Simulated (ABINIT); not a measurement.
# CaO (Lime): a self-consistent loop beyond G0W0, cycle by cycle, part 2 of 2

Wanted: G0W0 and self-consistent gaps of CaO (Lime), with the cost of the cycles.

ABINIT 10.8.3; PBE and many-body steps on it, plane waves. Known limits of the many-body steps: not at the basis limit.

So far. Step 3 (Screening, 6×6×6 mesh, 214 bands, screening to 261.2 eV): Local fields lower ε∞ by 9 %. Step 4 (G0W0): The gap on the mesh goes from 3.66 eV to 5.87 eV, a correction of +2.20 eV.

### Step 5. evGW0, cycle 1

This step: evGW0 on PBE, plane waves, norm-conserving pseudopotentials.

run.abi

```
acell 3*1.0 Angstrom
rprim 
  -0.000000000000 2.406500000000 2.406500000000
  2.406500000000 -0.000000000000 2.406500000000
  2.406500000000 2.406500000000 -0.000000000000
ntypat 2
znucl 20 8
natom 2
typat 1 2
xred 
  0.000000000000 0.000000000000 0.000000000000
  0.500000000000 0.500000000000 0.500000000000
pp_dirpath "pseudos"
pseudos "Ca.upf, O.upf"
ecut 36
ngkpt 6 6 6
nshiftk 1
shiftk 0 0 0
kptopt 1
chksymbreak 0
istwfk *1
occopt 1
irdwfk 1
optdriver 4
nband 214
gwcalctyp 10
ecutsigx 36
symsigma 1
nkptgw 16
kptgw 
  0.0000000000 0.0000000000 0.0000000000
  0.1666666667 0.0000000000 0.0000000000
  0.3333333333 0.0000000000 0.0000000000
  0.5000000000 0.0000000000 0.0000000000
  0.1666666667 0.1666666667 0.0000000000
  0.3333333333 0.1666666667 0.0000000000
  0.5000000000 0.1666666667 0.0000000000
  -0.3333333333 0.1666666667 0.0000000000
  -0.1666666667 0.1666666667 0.0000000000
  0.3333333333 0.3333333333 0.0000000000
  0.5000000000 0.3333333333 0.0000000000
  -0.3333333333 0.3333333333 0.0000000000
  0.5000000000 0.5000000000 0.0000000000
  0.5000000000 0.3333333333 0.1666666667
  -0.3333333333 0.3333333333 0.1666666667
  -0.3333333333 0.5000000000 0.1666666667
bdgw 
  1 14
  1 14
  1 14
  1 14
  1 14
  1 14
  1 14
  1 14
  1 14
  1 14
  1 14
  1 14
  1 14
  1 14
  1 14
  1 14
ecuteps 9.6
irdscr 1
ppmodel 1
indata_prefix "in"
outdata_prefix "out"
tmpdata_prefix "tmp"
```

Command:

```sh
$ OMP_NUM_THREADS=1 mpirun -n 8 abinit run.abi > log
```

Output:

```text
.Version 10.8.3 of ABINIT. v10.8.2 released Aug 2026.

 Symmetries : space group Fm -3 m (#225); Bravais cF (face-center cubic)
[... echo of the input left out ...]
== DATASET  1 ==================================================================
-   mpi_nproc: 8, omp_nthreads: 1 (-1 if OMP is not activated)

--- !DatasetInfo
iteration_state: {dtset: 1, }
dimensions: {natom: 2, nkpt: 16, mband: 214, nsppol: 1, nspinor: 1, nspden: 1, mpw: 1964, }
cutoff_energies: {ecut:  36.0, pawecutdg:  -1.0, }
electrons: {nelect:   1.60000000E+01, charge:   0.00000000E+00, occopt:   1.00000000E+00, tsmear:   1.00000000E-02, }

 SIGMA: Calculation of the GW corrections

 Based on a program developped by R.W. Godby, V. Olevano, G. Onida, and L. Reining.
 Incorporated in ABINIT by V. Olevano, G.-M. Rignanese, and M. Torrent.
.Using double precision arithmetic ; gwpc =  8

[... cell and pseudopotentials left out ...]
--------------------------------------------------------------------------------

 ==== K-mesh for the wavefunctions ====
 Number of points in the irreducible wedge :    16
[... list of points left out ...]
 Together with 48 symmetry operations and time-reversal symmetry
 yields   216 points in the full Brillouin Zone.

 ==== Q-mesh for screening function ====
 Number of points in the irreducible wedge :    16
[... list of points left out ...]
 Together with 48 symmetry operations and time-reversal symmetry
 yields   216 points in the full Brillouin Zone.

 vcoul_init : cutoff-mode = AUXILIARY_FUNCTION
 q-points for optical limit:   1
     1)      0.000010    0.000020    0.000030
 setmesh: FFT mesh size selected  =    36x   36x   36
          total number of points  =        46656

 Number of electrons calculated from density =   16.0000; Expected =   16.0000
[...]
QP_gap     :   10.290
Delta_QP_KS:    2.767
data: !SigmaeeData |
     Band     E_DFT   <VxcDFT>   E(N-1)  <Hhartree>   SigX  SigC[E(N-1)]    Z     dSigC/dE  Sig[E(N)]  DeltaE  E(N)_pert E(N)_diago
[...]
--- !SelfEnergy_ee
iteration_state: {dtset: 1, }
kpoint     : [  -0.333,    0.500,    0.167, ]
spin       : 1
KS_gap     :    5.835
QP_gap     :    8.424
Delta_QP_KS:    2.589
data: !SigmaeeData |
     Band     E_DFT   <VxcDFT>   E(N-1)  <Hhartree>   SigX  SigC[E(N-1)]    Z     dSigC/dE  Sig[E(N)]  DeltaE  E(N)_pert E(N)_diago
[...]
13    14.727   -18.111    14.727    32.838    -9.771    -5.353     0.825    -0.212   -15.646     2.465    17.191    17.715
       14    17.937   -14.350    17.937    32.286    -6.948    -5.505     0.794    -0.259   -12.843     1.506    19.443    19.833

 New Fermi energy :        2.510650E-01 Ha ,    6.831826E+00 eV
 New Exchange energy :    -8.132286E+00 Ha ,   -2.212908E+02 eV

 === QP Band Gaps ===
  >>>> For spin  1
   Minimum direct gap =   6.6746 [eV], located at k-point      :   0.0000  0.0000  0.0000
   Fundamental gap    =   6.3722 [eV], Top of valence bands at :   0.0000  0.0000  0.0000
                                       Bottom of conduction at :   0.5000  0.5000  0.0000

 writing QP data on file : out_QPS

 Convergence of QP corrections
 >>>>> For spin  1 <<<<<
.  kptgw no:  1; Maximum DeltaE = (  -2.772  -0.001) for band index:  3
.  kptgw no:  2; Maximum DeltaE = (  -2.761   0.003) for band index:  3
.  kptgw no:  3; Maximum DeltaE = (  -2.765   0.006) for band index:  3
[...]
.  kptgw no: 15; Maximum DeltaE = (  -2.748   0.002) for band index:  4
.  kptgw no: 16; Maximum DeltaE = (  -2.720   0.003) for band index:  4

== END DATASET(S) ==============================================================
================================================================================

 -outvars: echo values of variables after computation  --------
           etotal      0.0000000000E+00
            nband         214
             nkpt          16
          spgroup         225
 [... the other variables as echoed above ...]

 Calculation completed.
```

Wall time 24 min (8 MPI ranks of Arm Neoverse V2, shared host); peak memory 3.2 GiB.

This step gave:

| Item | Value |
| --- | --- |
| quasiparticle gap on the mesh | 6.372 eV |
| gap of the density functional on the mesh | 3.662 eV |
| k of the valence top | 0, 0, 0 |
| k of the conduction bottom | 0.5, 0.5, 0 |
| Z at the valence top | 0.779 |
| Z at the conduction bottom | 0.85 |
| least direct quasiparticle gap on the computed points | 6.674 eV |

Against G0W0 in ABINIT (6×6×6 mesh, 214 bands, screening to 261.2 eV, Godby-Needs plasmon pole), the gap moves by +0.507 eV. This first cycle still uses the starting levels; it takes the full correction, at all points of the mesh, and its linearised value is 5.865 eV.

### Step 6. evGW0, cycle 2

The corrected levels of the last cycle go back in.

Edit run.abi of step 5 so:

```diff
@@ -66,2 +66,3 @@
 ppmodel 1
+irdqps 1
 indata_prefix "in"
```

Output:

```text
.Version 10.8.3 of ABINIT. v10.8.2 released Aug 2026.

 Symmetries : space group Fm -3 m (#225); Bravais cF (face-center cubic)
[... echo of the input left out ...]
== DATASET  1 ==================================================================
-   mpi_nproc: 8, omp_nthreads: 1 (-1 if OMP is not activated)

--- !DatasetInfo
iteration_state: {dtset: 1, }
dimensions: {natom: 2, nkpt: 16, mband: 214, nsppol: 1, nspinor: 1, nspden: 1, mpw: 1964, }
cutoff_energies: {ecut:  36.0, pawecutdg:  -1.0, }
[...]
.  kptgw no:  3; Maximum DeltaE = (  -1.274   0.154) for band index:  1
[...]
.  kptgw no: 15; Maximum DeltaE = (  -1.583   0.163) for band index:  1
.  kptgw no: 16; Maximum DeltaE = (  -1.549   0.201) for band index:  1

== END DATASET(S) ==============================================================
================================================================================

 -outvars: echo values of variables after computation  --------
           etotal      0.0000000000E+00
            nband         214
             nkpt          16
          spgroup         225
 [... the other variables as echoed above ...]

 Calculation completed.
```

Elapsed: 24 min, on 8 MPI ranks; peak memory 3.2 GiB; 3.3 h of CPU time.

Numbers from this step:

```yaml
quasiparticle_gap_on_the_mesh: 6.277 eV
gap_of_the_density_functional_on_the_mesh: 3.662 eV
k_of_the_valence_top: 0, 0, 0
k_of_the_conduction_bottom: 0.5, 0.5, 0
least_direct_quasiparticle_gap_on_the_computed_points: 6.616 eV
```

Against the cycle before, the gap moves by −0.095 eV.

### Step 7. Side by side

Times are wall times on 8 MPI ranks of Arm Neoverse V2, shared host, good to a factor of about two. A run's time includes the screening step that it read.

```csv
run,mesh,bands,screening cutoff (eV),DFT gap (eV),gap on the mesh (eV),direct (eV),ε∞ used,time
G0W0,6×6×6,214,261.2,3.662,5.865,6.277,3.57,2.2 min
"evGW0, cycle 1",6×6×6,214,261.2,3.662,6.372,6.674,3.57,26 min
"evGW0, cycle 2",6×6×6,214,261.2,3.662,6.277,6.616,3.57,26 min
```

### Step 8. What came out

```yaml
g0w0: 5.865 eV
evgw0_cycle_1: 6.372 eV
evgw0_cycle_2: 6.277 eV
known_limits: not at the basis limit
```

**Reading.** Only the bands that the input lists are updated; the others, empty or deep, keep the functional's energies or take a rigid shift. evGW0 ends at 6.28 eV, +0.41 eV from G0W0, after 2 cycles that took 49 min beside the first screening; the last moved the gap by 0.095 eV, so the loop had not settled. The first cycle of evGW0 takes the full correction, without the factor Z, so it overshoots the one-shot value. Bands and cutoff are finite, so the gap is not at the basis limit. The miss can reach some tenths of an eV and take either sign; the mesh is an error of its own.

[Paths, hosts, dates, memory and timing lines, banners, echoed tables and standing remarks are left out of the program output.]

[Logs are printed without paths, hosts, clocks, repeated set-up lines and the standing remarks that a program may print on its own settings, such as how far it seeks lower states.]

[Runs of the session that timed out or met a known fault of the program may be left out.]

[Hosts, paths, dates, database ids (printed as entryN), source tags and the programs' standing remarks are cut or masked in the printed files.]

[G0W0 gaps are taken among the corrected bands and points alone; a level outside them can change the order at an edge.]

[Where Ansatz stands beside ABINIT at settings called matched, ABINIT's density can come from a denser mesh and the files from another edition; pairs whose starting gaps differed by over 0.03 eV were left out, so agreement reads better than it is.]
